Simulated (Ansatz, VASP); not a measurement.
Two plane-wave programs on Mg

Contents of INCAR:

```
PREC = Accurate
ENCUT = 520
EDIFF = 1E-6
ISMEAR = 0
SIGMA = 0.1
LREAL = False
LASPH = True
NELM = 100
ALGO = Normal
ISIF = 2
LWAVE = False
LCHARG = False
GGA = PS
NBANDS = 7
```

File KPOINTS:

```
regular mesh
0
Gamma
  16 16 16
```

File POSCAR:

```
Mg
1.0
    0.0000000000      2.3041551926      2.3041551926
    2.3041551926      0.0000000000      2.3041551926
    2.3041551926      2.3041551926      0.0000000000
Mg
1
Direct
    0.0000000000      0.0000000000      0.0000000000
```

Input for Ansatz:

```yaml
crystal:
  lattice:
    - [0.0, 2.3041551926, 2.3041551926]
    - [2.3041551926, 0.0, 2.3041551926]
    - [2.3041551926, 2.3041551926, 0.0]
  atoms:
    - { symbol: Mg, position: [0.0, 0.0, 0.0] }
basis:
  ecutwfc: 420
kpoints:
  mp_grid: { grid: [16, 16, 16] }
hamiltonian:
  xc: pbesol
scf:
  occupations: { method: gaussian, width: 0.1 }
output:
  forces: true
  stress: true
  eigenvalues: true
  populations: true
```

Alike in both runs: task single point; functional PBEsol; k mesh 16 × 16 × 16; occupations gaussian, width 0.1 eV; no spin polarisation.

```csv
,VASP,Ansatz
version,VASP 6.6.1,Ansatz 0.2.0
potentials or method,"VASP PAW PBE potentials, release 64 (Mg)","scalar-relativistic, plane waves, PAW"
plane-wave cutoff (eV),520,420
valence electrons in the cell,2,10
```

|  | VASP | Ansatz | Ansatz less VASP |
| --- | --- | --- | --- |
| gap on the k mesh at the Fermi level (eV) | none | none | - |
| pressure (GPa) | -2.5 | -2.4 | +0.06 |

A gap of «none» marks a metal or a gap that the smearing closes. With one functional, cell and mesh, what is left measures potentials, basis and numerics. The two sets of potentials don't hold the same shells in valence.

Caveats: the PAW data sets were made with another functional, which shifts forces and pressure a little (VASP).
